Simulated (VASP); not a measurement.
CoSi2, 3 atoms in the cell. Symmetry: Fm-3m, No. 225, cubic system. Conventional cell: a = 5.277 Å, b = 5.277 Å, c = 5.277 Å, α = 90.00°, β = 90.00°, γ = 90.00°. Around Co (site symmetry m-3m) lie 8 Si at 2.28 Å. Si (site symmetry -43m) is surrounded by 4 Co at 2.28 Å. The cell was built by a generator and needn't be a form met in nature.

```yaml
Program: VASP 6.6.1
Task: electrostatic potential
Functional: LDA
Potentials_or_basis: VASP PAW LDA potentials, release 64 (Co, Si)
Cutoff: 520 eV
k_mesh: 14 × 14 × 14
Occupations: methfessel-paxton, width 0.1 eV
Spin: no spin polarisation
Further_INCAR_settings: ALGO = Fast; EDIFF = 1e-06
```

Potentials or basis: VASP PAW LDA potentials, release 64 (Co, Si).

Run with:

```sh
$ cat potpaw_LDA.64/Co/POTCAR potpaw_LDA.64/Si/POTCAR > POTCAR
$ mpirun -np 1 vasp_std > vasp.out
```

Hardware: 1 thread of Intel(R) Xeon(R) Platinum 8488C (Sapphire Rapids), with other jobs on the host.

Q: How long does it take, and how much memory?

A: It took 38 s on 1 thread of Intel(R) Xeon(R) Platinum 8488C (Sapphire Rapids), with other jobs on the host, peak memory 0.17 GiB. Counts: scf iterations 16, k points 104.
